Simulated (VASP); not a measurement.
BaTiO3, 5 atoms in the cell. Symmetry: P4mm, No. 99, tetragonal system. The conventional cell has a = 4.000 Å, b = 4.000 Å, c = 4.018 Å, α = 90.00°, β = 90.00°, γ = 90.00°. Ba (site symmetry 4mm) has 12 O at 2.79 to 2.88 Å as nearest neighbours. Ti (site symmetry 4mm) has 6 O at 1.89 to 2.13 Å as nearest neighbours. O (site symmetry 4mm) has 2 Ti at 1.89 to 2.13 Å as nearest neighbours. O (site symmetry 2mm) is surrounded by 2 Ti at 2.00 Å. 

* Program: VASP 6.6.1
* Task: relaxation of cell and atoms
* Functional: PBEsol
* Potentials or basis: VASP PAW PBE potentials, release 64 (Ba_sv, Ti_sv, O)
* Cutoff: 600 eV
* k mesh: 8 × 8 × 8
* Occupations: gaussian, width 0.03 eV
* Spin: no spin polarisation
* Further INCAR settings: ALGO = Normal; EDIFF = 1e-06; IBRION = 2; EDIFFG = -0.01; NSW = 90; ISIF = 3

Potentials or basis: VASP PAW PBE potentials, release 64 (Ba_sv, Ti_sv, O).

The run is started by

```sh
$ cat potpaw_PBE.64/Ba_sv/POTCAR potpaw_PBE.64/Ti_sv/POTCAR potpaw_PBE.64/O/POTCAR > POTCAR
$ mpirun -np 4 vasp_std > vasp.out
```

Hardware: 4 MPI ranks on Intel(R) Xeon(R) Platinum 8488C (Sapphire Rapids), with other jobs on the host.

How long does it take, and how much memory?

Run time: 110 s on 4 MPI ranks on Intel(R) Xeon(R) Platinum 8488C (Sapphire Rapids) (shared host), peak memory 0.31 GiB a rank. Counts: scf iterations 94, k points 75, ion steps 13.
